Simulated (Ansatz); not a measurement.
# Sc at several levels of theory

One geometry, relaxed with PBE, and single points on it; plane waves with PAW potentials in Ansatz, scalar-relativistic unless the row names spin-orbit coupling. No spin polarisation. Meshes are on the primitive cell of 3 atoms. Gaps are the least over mesh and band path; pressure is positive in compression. Smearing is Gaussian, 0.10 eV.

```xyz
3
Lattice="4.4362 -2.5604 0.0024 4.4362 2.5604 0.0024 -0.0017 0.0000 3.2326" Properties=species:S:1:pos:R:3 pbc="T T T"
Sc    2.9558    0.0000    3.2342
Sc   -0.0009    0.0000    1.6163
Sc    5.9148    0.0000    0.0032
```

```
 level cutoff (eV) k mesh gap (eV) pressure (GPa) rough cost with bands (core-min)
   PBE          420  10×10×14         0             0.0                               1.1
r2SCAN          500  10×10×14         0             0.4                               2.1
   LDA          420  10×10×14         0            -4.8                               1.1
```

This form isn't the element's structure at ambient conditions.